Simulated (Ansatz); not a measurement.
# Ni (P6_3/mmc) in Ansatz: reference runs

Reference runs on Ni: the cell as given and a disturbed copy.

Program: Ansatz 0.2.0. These are calculated values, not measurements. Logs are shortened: lines on timing, memory, paths and dates and some standing lists are left out, and cuts for length are marked.

## 1. Starting point

The structure is hexagonal, space group P6_3/mmc (No. 194). The conventional cell has a = 2.448 Å, b = 2.448 Å, c = 4.073 Å, α = 90.00°, β = 90.00°, γ = 120.00°. Ni (site symmetry -6m2) is surrounded by 12 Ni at 2.45 to 2.48 Å.

This isn't the form of Ni at room conditions, which is fcc.

## 2. Single point, PBEsol, collinear spin, ferromagnetic start

input.yaml reads:

```yaml
crystal:
  lattice:
    - [2.4480228978, 0.0, 0.0]
    - [-1.2240114489, 2.1200500186, 0.0]
    - [0.0, 0.0, 4.07280757]
  atoms:
    - { symbol: Ni, position: [0.6666666667, 0.3333333333, 0.75], spin: 1.0 }
    - { symbol: Ni, position: [0.3333333333, 0.6666666667, 0.25], spin: 1.0 }
kpoints:
  mp_grid: { grid: [12, 12, 7] }
scf:
  occupations: { method: fermi_dirac, width: 0.05 }
hamiltonian:
  xc: pbesol
  pseudopotentials: { kind: all_electron, lapw: { basis_error: 0.001 } }
magnetization:
  spin_polarized: true
output:
  forces: true
  stress: true
  eigenvalues: true
  populations: true
```

Potentials or basis: all-electron LAPW, scalar-relativistic.

Run with:

```sh
ansatz run input.yaml --threads 2 --pin off --max-ram 6144MiB --backend cpu --events-out ev --progress --plain --runs-dir out
```

What it wrote:

```text
Warning: RAYON_NUM_THREADS=2 ignored (pool sized by the plan → 2); use --threads N
Ni: projections on atomic orbitals take those of the free atom 1s2 2s2 2p6 3s2 3p6 3d8 4s2, of charge +0.00 (hamiltonian.pseudopotentials.projection_atoms)
LAPW: plane waves up to 9.201 Å⁻¹, error target 1.0e-3 eV per atom; small_component_spin mean_spin; Ni in spheres of 1.224 Å, 18 of its electrons in bands, Dirac shells [] (how accurate: hamiltonian.pseudopotentials.lapw.basis_error, Limitations)
Engine: ansatz 0.2.0, x86_64-unknown-linux-gnu
Pseudopotentials: kind: all_electron
Pseudopotential: Ni, LAPW, valence charge 18, lapw/all_electron/scalar/gaussian/Ni, Koelling and Harmon's equation, gaussian nucleus
Functional definition: PBEsol
  exchange = pbesol_x
  correlation = pbesol_c
Crystal: 2 atoms, lattice volume = 21.138 Å³
Basis set: ecut = 322.5389709135458 eV, 287 PW (Γ), exchange–correlation at level 2
Bands: 23, of which v1, the nominal top of the filled ones, is band 18 counted from 1 (17 counted from 0)
Symmetry: 24 space group operations
Space group: P63/mmc (ITA 194), of the structure as read, at distance tolerance 2.8e-5 Å
Magnetic group: BNS 194.263 (UNI 1493), of the structure as read, at distance tolerance 2.8e-5 Å
k-points: 76 of 1008
Non-local potential: Ni, projectors of the file, none
Initial density: superposition of atomic densities (chi_scale 0.1, normalization cell)
Starting moments: Σ|m| = 2 μB on 2 of 2 sites
Initial wavefunctions: plane waves of lowest kinetic energy (no species holds an atomic orbital)
Functional: x = pbesol(κ = 0.804, μ = 0.12345679012345678), c = pbesol(β = 0.046)
iter 1 solved again at ethr=2.15e-5 eV; its pass at ethr=1.00e-1 eV (dr2=7.73e-3 eV) is discarded
SCF iter   1: F=—  HF=-82696.184637 eV  |F-HF|=—  |Δ(HF+E_count)|=         —  Δρ=1.61e-2 (↑1.54e-2 ↓1.61e-2)  dr2=7.70e-3  dr2_m=4.63e-2  M=1.377 μB ∫|m|=1.459 μB  β_m=0.30  ethr=2.15e-5  ⟨swp⟩=3.5  Hψ=27328  notcnv=0
Mixer restart at iter 1: flushing history
preconditioner: auto → none  [metal: Δε(μ)=0.001 eV  Ē_g=10.352 eV  σ=0.050 eV  W_gap=0.01  n_scr=2 (ndim 8)  ℏωp=36.1 eV  f_vac=0.000  D(μ)=4.25/eV (n_scr^D=84)  sad-step TF]
SCF iter   2: F=—  HF=-82696.191266 eV  |F-HF|=—  |Δ(HF+E_count)|=   6.63e-3  Δρ=1.19e-2 (↑1.15e-2 ↓1.19e-2)  dr2=4.36e-3  dr2_m=2.54e-2  M=1.351 μB ∫|m|=1.451 μB  β_m=0.65  ethr=2.14e-5  ⟨swp⟩=2.0  Hψ=9866  notcnv=0
iter 3 solved again at ethr=3.19e-8 eV; its pass at ethr=1.21e-5 eV (dr2=1.15e-5 eV) is discarded
SCF iter   3: F=—  HF=-82696.201940 eV  |F-HF|=—  |Δ(HF+E_count)|=   1.07e-2  Δρ=4.25e-4 (↑4.25e-4 ↓2.93e-4)  dr2=1.13e-5  dr2_m=2.24e-5  M=1.295 μB ∫|m|=1.450 μB  β_m=0.56  ethr=3.19e-8  ⟨swp⟩=2.8  Hψ=18231  notcnv=0
SCF iter   4: F=—  HF=-82696.201205 eV  |F-HF|=—  |Δ(HF+E_count)|=   7.35e-4  Δρ=2.76e-4 (↑1.26e-4 ↓2.76e-4)  dr2=7.28e-6  dr2_m=4.62e-6  M=1.296 μB ∫|m|=1.451 μB  β_m=0.53  ethr=3.14e-8  ⟨swp⟩=3.0  Hψ=11487  notcnv=0
SCF iter   5: F=—  HF=-82696.201379 eV  |F-HF|=—  |Δ(HF+E_count)|=   1.74e-4  Δρ=1.80e-4 (↑1.18e-4 ↓1.80e-4)  dr2=2.30e-6  dr2_m=3.37e-6  M=1.299 μB ∫|m|=1.455 μB  β_m=0.76  ethr=2.02e-8  ⟨swp⟩=3.0  Hψ=11475  notcnv=0
SCF iter   6: F=—  HF=-82696.201563 eV  |F-HF|=—  |Δ(HF+E_count)|=   1.83e-4  Δρ=4.32e-5 (↑1.32e-5 ↓4.32e-5)  dr2=1.65e-7  dr2_m=1.18e-7  M=1.302 μB ∫|m|=1.462 μB  β_m=0.88  ethr=6.38e-9  ⟨swp⟩=3.0  Hψ=11499  notcnv=0
SCF iter   7: F=—  HF=-82696.201581 eV  |F-HF|=—  |Δ(HF+E_count)|=   1.89e-5  Δρ=6.67e-6 (↑5.18e-6 ↓6.67e-6)  dr2=5.86e-9  dr2_m=4.31e-9  M=1.304 μB ∫|m|=1.465 μB  β_m=0.94  ethr=4.57e-10  ⟨swp⟩=3.1  Hψ=11507  notcnv=0
SCF iter   8: F=—  HF=-82696.201582 eV  |F-HF|=—  |Δ(HF+E_count)|=   2.86e-7  Δρ=2.64e-6 (↑1.36e-6 ↓2.64e-6)  dr2=8.64e-10  dr2_m=4.49e-10  M=1.304 μB ∫|m|=1.465 μB  β_m=0.97  ethr=1.63e-11  ⟨swp⟩=3.0  Hψ=11476  notcnv=0
SCF iter   9: F=-82696.201582 eV  HF=-82696.201582 eV  |F-HF|=1.40e-8  |Δ(HF+E_count)|=   5.80e-8  Δρ=1.87e-6 (↑1.05e-6 ↓1.87e-6)  dr2=5.14e-10  dr2_m=1.90e-10  M=1.304 μB ∫|m|=1.465 μB  ethr=2.40e-12  ⟨swp⟩=3.0  Hψ=11500  notcnv=0
SCF 1 converged in 9 iterations: F = -82696.201582 eV  dr2 = 5.14e-10
SCF converged after 9 iterations
Magnetization: 1.3044 μB (18.6522 up, 17.3478 down)
Absolute magnetization: 1.4649 μB (∫|ρ↑−ρ↓|)
Spin contamination: 0.0124 ħ² per cell (⟨S²⟩ above its minimum at these occupations)
Per-site moments (μB) at R_I (Å): [(0.6757696614600182, 1.2240114306778973), (0.6757696614600182, 1.2240114306778973)]
Free energy (F): -82696.201582 eV
Harris-Foulkes:  -82696.201582 eV  (|F-HF|=1.40e-8)
Internal energy: -82696.166890 eV  (E = F + TS)
E sigma→0 (E₀):  -82696.184236 eV
Entropy (-TS):   -0.034692 eV (-17.346 meV/atom)
Fermi energy:    18.819718 eV
--- Per-component energies (eV) ---
  E_band       = -545.447520
  E_kinetic    = 84010.149713
  E_xc         = -3390.780105
  E_electrostatic = -163315.536498  (all electrons and nuclei)
  E_smearing   = -0.034692  (= −TS)
  E_closure    = 0.000000  (closes the sum)
  E_atoms      = -82680.690889  (free atoms, spherical and without spin; not in F)
  Σ components = -82696.201582   (vs F -82696.201582, Δ=0.00e0)
  Basis errors (estimates in eV, not in F): energy 2.6e-4 per atom: plane waves 2.1e-4 (1.1e-4 summed), levels above the bands 1.5e-83, relativity 1.6e-8, radial functions 4.3e-5, core shells 3.3e-10; eigenvalues (radial functions only) 8.0e-7; not estimated: angular momenta, meshes, grids; target (lapw.basis_error) 1.0e-3; muffin-tin radii Ni 1.224 Å
--- Forces (eV/Å), atoms counted from 1 ---
  atom   1  Ni     0.00000000    -0.00000000     0.00000000
  atom   2  Ni     0.00000000     0.00000000     0.00000000
  max |Σ_I F_I| component: 0.00e0 eV/Å
--- Stress (GPa, compression-positive) ---
       -1.714085      -0.000000       0.000000
       -0.000000      -1.714085       0.000000
        0.000000       0.000000      -5.691103
  P = ⅓ Tr σ = -3.0398 GPa (-30.398 kbar)
--- Band table (eV; the first three rows and the last of 152) ---
  k-point 0 ↑: bands = ["-84.6171", "-84.5813", "-45.2134", "-45.0460", "-45.0460", "-45.0145", "-45.0145", "-44.9801", "9.4224", "13.6885", "16.1915", "16.3556", "16.3556", "16.6232", "16.6232", "17.1381", "17.1381", "18.0831", "18.0831", "18.1057", "24.3180", "41.6161", "43.8404"]
  k-point 1 ↑: bands = ["-84.6153", "-84.5830", "-45.2019", "-45.0445", "-45.0445", "-45.0160", "-45.0160", "-44.9918", "9.6209", "13.5843", "16.1458", "16.3257", "16.3257", "16.5817", "16.5817", "17.2299", "17.2299", "17.4249", "18.0669", "18.0669", "25.4664", "41.3819", "42.0411"]
  k-point 2 ↑: bands = ["-84.6103", "-84.5880", "-45.1698", "-45.0401", "-45.0401", "-45.0244", "-45.0204", "-45.0204", "10.2014", "13.1307", "16.0293", "16.2874", "16.2874", "16.4020", "16.4810", "16.4810", "17.4408", "17.4408", "18.0045", "18.0045", "28.0193", "38.2187", "41.8097"]
  k-point 75 ↓: bands = ["-83.7135", "-83.7135", "-44.3705", "-44.3705", "-44.3418", "-44.3267", "-44.2154", "-44.2154", "15.6532", "15.6936", "15.6936", "15.7375", "16.4562", "16.4562", "17.6202", "17.8402", "18.8798", "18.8798", "24.5924", "24.5924", "25.6102", "26.8799", "28.3928"]
--- Löwdin populations: 2 sites ---
  site symbol       q [e]    m [muB]
     0     Ni     27.7797     0.6818
     1     Ni     27.7797     0.6818
  spilling = 0.007868 (of n_electrons = 56.000000)
```

populations.tsv:

```text
# site	symbol	l	j	q_up	q_dn
# orbitals = lowdin
# n_electrons = 56.000000
# spilling = 0.007868
# projection_atom_Ni: 1s2 2s2 2p6 3s2 3p6 3d8 4s2
0	Ni	0_1S	-	0.999995	0.999995
0	Ni	0_2S	-	0.999758	0.999762
0	Ni	0_3S	-	0.994200	0.994333
0	Ni	0_4S	-	0.490260	0.498324
0	Ni	1_2P	-	2.999997	2.999998
0	Ni	1_3P	-	2.999320	2.999267
0	Ni	2_3D	-	4.747206	4.057268
1	Ni	0_1S	-	0.999995	0.999995
1	Ni	0_2S	-	0.999758	0.999762
1	Ni	0_3S	-	0.994200	0.994333
1	Ni	0_4S	-	0.490260	0.498324
1	Ni	1_2P	-	2.999997	2.999998
1	Ni	1_3P	-	2.999320	2.999267
1	Ni	2_3D	-	4.747206	4.057268
```

It took 26 s on 2 threads of Intel Xeon Platinum 8259CL at 2.50GHz (Skylake/Cascade Lake), shared host; peak memory 0.57 GiB.

What came out:

- Free energy: -82696.2016 eV
- Pressure: -3.0 GPa
- Band gap on the k mesh: none (metal or under the smearing width)
- Net moment: 1.30 μB per cell
- Absolute moment: 1.46 μB per cell
- Site moments: Ni +0.68 μB

Levels at points of the mesh, in eV from the Fermi level:
Spin up:
| k point | band 15 | band 16 | band 17 | band 18 | band 19 | band 20 | band 21 | band 22 | band 23 |
| --- | --- | --- | --- | --- | --- | --- | --- | --- | --- |
| (0.00, 0.00, 0.00) | -2.20 | -1.68 | -1.68 | -0.74 | -0.74 | -0.71 | 5.50 | 22.80 | 25.02 |
| (0.00, -0.50, 0.00) | -2.19 | -0.61 | -0.57 | -0.49 | 1.15 | 3.09 | 9.27 | 9.81 | 12.40 |
Spin down:
```
            k point  band 16  band 17  band 18  band 19  band 20  band 21
 (0.00, 0.00, 0.00)    -0.99    -0.99    -0.74     0.00     0.00     5.94
(0.00, -0.50, 0.00)     0.18     0.20     0.32     1.66     3.49     9.41
```

## 3. Single point, PBEsol, collinear spin, ferromagnetic start (atoms moved at random, drawn with an rms of 0.05 Å)

Changes to input.yaml since step 2:

```diff
@@ -6,4 +6,4 @@
   atoms:
-    - { symbol: Ni, position: [0.6666666667, 0.3333333333, 0.75], spin: 1.0 }
-    - { symbol: Ni, position: [0.3333333333, 0.6666666667, 0.25], spin: 1.0 }
+    - { symbol: Ni, position: [0.67277, 0.335479, 0.755409], spin: 1.0 }
+    - { symbol: Ni, position: [0.342177, 0.658358, 0.244472], spin: 1.0 }
 kpoints:
```

Potentials or basis: all-electron LAPW, scalar-relativistic.

Run with:

```sh
ansatz run input.yaml --threads 2 --pin off --max-ram 6144MiB --backend cpu --events-out ev --progress --plain --runs-dir out
```

What it wrote:

```text
Warning: RAYON_NUM_THREADS=2 ignored (pool sized by the plan → 2); use --threads N
Ni: projections on atomic orbitals take those of the free atom 1s2 2s2 2p6 3s2 3p6 3d8 4s2, of charge +0.00 (hamiltonian.pseudopotentials.projection_atoms)
LAPW: plane waves up to 9.298 Å⁻¹, error target 1.0e-3 eV per atom; small_component_spin mean_spin; Ni in spheres of 1.213 Å, 18 of its electrons in bands, Dirac shells [] (how accurate: hamiltonian.pseudopotentials.lapw.basis_error, Limitations)
[... 6 set-up lines as earlier in the session ...]
Crystal: 2 atoms, lattice volume = 21.138 Å³
Basis set: ecut = 329.3607613489153 eV, 301 PW (Γ), exchange–correlation at level 2
Bands: 23, of which v1, the nominal top of the filled ones, is band 18 counted from 1 (17 counted from 0)
Symmetry: 2 space group operations
Space group: P-1 (ITA 2), of the structure as read, at distance tolerance 2.8e-5 Å
Magnetic group: BNS 2.4 (UNI 4), of the structure as read, at distance tolerance 2.8e-5 Å
k-points: 506 of 1008
[... 2 set-up lines as earlier in the session ...]
Starting moments: Σ|m| = 2 μB on 2 of 2 sites
[... 2 set-up lines as earlier in the session ...]
iter 1 solved again at ethr=5.82e-5 eV; its pass at ethr=1.00e-1 eV (dr2=2.09e-2 eV) is discarded
SCF iter   1: F=—  HF=-82696.178870 eV  |F-HF|=—  |Δ(HF+E_count)|=         —  Δρ=1.64e-2 (↑1.56e-2 ↓1.64e-2)  dr2=2.09e-2  dr2_m=4.67e-2  M=1.377 μB ∫|m|=1.459 μB  β_m=0.30  ethr=5.82e-5  ⟨swp⟩=3.1  Hψ=175571  notcnv=0
Mixer restart at iter 1: flushing history
preconditioner: auto → none  [metal: Δε(μ)=0.001 eV  Ē_g=10.370 eV  σ=0.050 eV  W_gap=0.00  n_scr=8 (ndim 8)  ℏωp=36.1 eV  f_vac=0.000  D(μ)=4.24/eV (n_scr^D=84)  sad-step TF]
SCF iter   2: F=—  HF=-82696.184290 eV  |F-HF|=—  |Δ(HF+E_count)|=   5.42e-3  Δρ=1.22e-2 (↑1.16e-2 ↓1.22e-2)  dr2=1.37e-2  dr2_m=2.55e-2  M=1.352 μB ∫|m|=1.452 μB  β_m=0.65  ethr=5.81e-5  ⟨swp⟩=2.0  Hψ=65481  notcnv=0
iter 3 solved again at ethr=1.82e-6 eV; its pass at ethr=3.82e-5 eV (dr2=6.56e-4 eV) is discarded
SCF iter   3: F=—  HF=-82696.192410 eV  |F-HF|=—  |Δ(HF+E_count)|=   8.12e-3  Δρ=6.76e-4 (↑6.76e-4 ↓5.56e-4)  dr2=6.59e-4  dr2_m=1.66e-5  M=1.297 μB ∫|m|=1.451 μB  β_m=0.58  ethr=1.82e-6  ⟨swp⟩=2.0  Hψ=117932  notcnv=0
SCF iter   4: F=—  HF=-82696.191438 eV  |F-HF|=—  |Δ(HF+E_count)|=   9.72e-4  Δρ=3.38e-4 (↑2.32e-4 ↓3.38e-4)  dr2=5.02e-5  dr2_m=5.54e-6  M=1.298 μB ∫|m|=1.452 μB  β_m=0.58  ethr=1.82e-6  ⟨swp⟩=2.5  Hψ=66169  notcnv=0
SCF iter   5: F=—  HF=-82696.191639 eV  |F-HF|=—  |Δ(HF+E_count)|=   2.01e-4  Δρ=1.65e-4 (↑1.13e-4 ↓1.65e-4)  dr2=7.72e-6  dr2_m=2.35e-6  M=1.300 μB ∫|m|=1.457 μB  β_m=0.79  ethr=1.40e-7  ⟨swp⟩=3.0  Hψ=73179  notcnv=0
SCF iter   6: F=—  HF=-82696.191760 eV  |F-HF|=—  |Δ(HF+E_count)|=   1.21e-4  Δρ=1.17e-4 (↑9.11e-5 ↓1.17e-4)  dr2=2.57e-5  dr2_m=2.83e-7  M=1.303 μB ∫|m|=1.461 μB  β_m=0.69  ethr=2.14e-8  ⟨swp⟩=3.0  Hψ=76260  notcnv=0
SCF iter   7: F=—  HF=-82696.191779 eV  |F-HF|=—  |Δ(HF+E_count)|=   1.83e-5  Δρ=4.29e-5 (↑2.66e-5 ↓4.29e-5)  dr2=1.74e-6  dr2_m=8.36e-8  M=1.304 μB ∫|m|=1.463 μB  β_m=0.81  ethr=2.14e-8  ⟨swp⟩=3.0  Hψ=75660  notcnv=0
SCF iter   8: F=—  HF=-82696.191789 eV  |F-HF|=—  |Δ(HF+E_count)|=   1.01e-5  Δρ=4.97e-6 (↑3.25e-6 ↓4.97e-6)  dr2=1.10e-8  dr2_m=1.40e-9  M=1.305 μB ∫|m|=1.465 μB  β_m=0.91  ethr=4.84e-9  ⟨swp⟩=3.0  Hψ=71269  notcnv=0
SCF iter   9: F=—  HF=-82696.191789 eV  |F-HF|=—  |Δ(HF+E_count)|=   1.39e-7  Δρ=1.58e-6 (↑6.61e-7 ↓1.58e-6)  dr2=6.62e-10  dr2_m=9.65e-11  M=1.305 μB ∫|m|=1.466 μB  β_m=0.95  ethr=3.05e-11  ⟨swp⟩=3.0  Hψ=75889  notcnv=0
SCF iter  10: F=-82696.191789 eV  HF=-82696.191789 eV  |F-HF|=5.15e-9  |Δ(HF+E_count)|=   2.26e-8  Δρ=1.18e-6 (↑6.64e-7 ↓1.18e-6)  dr2=2.14e-10  dr2_m=7.66e-11  M=1.306 μB ∫|m|=1.466 μB  ethr=1.84e-12  ⟨swp⟩=3.0  Hψ=76231  notcnv=0
SCF 1 converged in 10 iterations: F = -82696.191789 eV  dr2 = 2.14e-10
SCF converged after 10 iterations
Magnetization: 1.3055 μB (18.6528 up, 17.3472 down)
Absolute magnetization: 1.4656 μB (∫|ρ↑−ρ↓|)
Spin contamination: 0.0123 ħ² per cell (⟨S²⟩ above its minimum at these occupations)
Per-site moments (μB) at R_I (Å): [(0.6778093082210432, 1.213147545199816), (0.6778093082210432, 1.213147545199816)]
Free energy (F): -82696.191789 eV
Harris-Foulkes:  -82696.191789 eV  (|F-HF|=5.15e-9)
Internal energy: -82696.157260 eV  (E = F + TS)
E sigma→0 (E₀):  -82696.174524 eV
Entropy (-TS):   -0.034529 eV (-17.265 meV/atom)
Fermi energy:    18.820467 eV
--- Per-component energies (eV) ---
  E_band       = -545.510989
  E_kinetic    = 84010.266052
  E_xc         = -3390.800772
  E_electrostatic = -163315.622540  (all electrons and nuclei)
  E_smearing   = -0.034529  (= −TS)
  E_closure    = 0.000000  (closes the sum)
  E_atoms      = -82680.690889  (free atoms, spherical and without spin; not in F)
  Σ components = -82696.191789   (vs F -82696.191789, Δ=0.00e0)
  Basis errors (estimates in eV, not in F): energy 2.6e-4 per atom: plane waves 2.2e-4 (1.1e-4 summed), levels above the bands 1.4e-83, relativity 1.5e-8, radial functions 4.6e-5, core shells 4.3e-10; eigenvalues (radial functions only) 6.7e-7; not estimated: angular momenta, meshes, grids; target (lapw.basis_error) 1.0e-3; muffin-tin radii Ni 1.213 Å
--- Forces (eV/Å), atoms counted from 1 ---
  atom   1  Ni     0.03927688    -0.04183268    -0.40199556
  atom   2  Ni    -0.03927688     0.04183268     0.40199556
  max |Σ_I F_I| component: 0.00e0 eV/Å
--- Stress (GPa, compression-positive) ---
       -1.158655      -0.310766      -0.102730
       -0.310766      -1.847935       0.108631
       -0.102730       0.108631      -5.201152
  P = ⅓ Tr σ = -2.7359 GPa (-27.359 kbar)
--- Band table (eV; the first three rows and the last of 1012) ---
  k-point 0 ↑: bands = ["-84.6190", "-84.5825", "-45.2180", "-45.0544", "-45.0400", "-45.0195", "-45.0105", "-44.9822", "9.4215", "13.6836", "16.1874", "16.3440", "16.3612", "16.6016", "16.6264", "17.0964", "17.1887", "18.0540", "18.1114", "18.1153", "24.3076", "41.6091", "43.8083"]
  k-point 1 ↑: bands = ["-84.6173", "-84.5842", "-45.2067", "-45.0528", "-45.0386", "-45.0212", "-45.0119", "-44.9937", "9.6198", "13.5800", "16.1403", "16.3150", "16.3298", "16.5615", "16.5874", "17.1880", "17.2757", "17.4352", "18.0438", "18.0897", "25.4568", "41.3851", "42.0448"]
  k-point 2 ↑: bands = ["-84.6125", "-84.5890", "-45.1752", "-45.0483", "-45.0348", "-45.0260", "-45.0253", "-45.0158", "10.1993", "13.1291", "16.0101", "16.2810", "16.2868", "16.4211", "16.4637", "16.4893", "17.4034", "17.4765", "17.9966", "18.0140", "28.0078", "38.2316", "41.8069"]
  k-point 505 ↓: bands = ["-83.7196", "-83.7166", "-44.4305", "-44.4207", "-44.2454", "-44.2392", "-44.2299", "-44.2235", "14.2699", "14.4595", "15.6603", "15.8641", "17.6675", "18.0243", "18.1352", "18.8572", "19.0688", "19.1068", "19.7569", "20.7783", "26.1582", "26.3051", "36.5905"]
--- Löwdin populations: 2 sites ---
  site symbol       q [e]    m [muB]
     0     Ni     27.7797     0.6823
     1     Ni     27.7797     0.6823
  spilling = 0.007867 (of n_electrons = 56.000000)
```

populations.tsv:

```text
# site	symbol	l	j	q_up	q_dn
# orbitals = lowdin
# n_electrons = 56.000000
# spilling = 0.007867
# projection_atom_Ni: 1s2 2s2 2p6 3s2 3p6 3d8 4s2
0	Ni	0_1S	-	0.999995	0.999995
0	Ni	0_2S	-	0.999758	0.999762
0	Ni	0_3S	-	0.994187	0.994320
0	Ni	0_4S	-	0.490281	0.498318
0	Ni	1_2P	-	2.999997	2.999998
0	Ni	1_3P	-	2.999316	2.999263
0	Ni	2_3D	-	4.747457	4.057077
1	Ni	0_1S	-	0.999995	0.999995
1	Ni	0_2S	-	0.999758	0.999762
1	Ni	0_3S	-	0.994187	0.994320
1	Ni	0_4S	-	0.490281	0.498318
1	Ni	1_2P	-	2.999997	2.999998
1	Ni	1_3P	-	2.999316	2.999263
1	Ni	2_3D	-	4.747457	4.057077
```

Run time: 2.8 min. Hardware: 2 threads of Intel Xeon Platinum 8259CL at 2.50GHz (Skylake/Cascade Lake), shared host; peak memory 1.7 GiB.

What came out:

| Item | Value |
| --- | --- |
| Free energy | -82696.1918 eV |
| Pressure | -2.7 GPa |
| Largest force | 0.406 eV/Å |
| Band gap on the k mesh | none (metal or under the smearing width) |
| Net moment | 1.31 μB per cell |
| Absolute moment | 1.47 μB per cell |
| Site moments | Ni +0.68 μB |

Forces in eV/Å, atoms in the order of the input:
```
Ni   0.039 -0.042 -0.402
Ni  -0.039  0.042  0.402
```
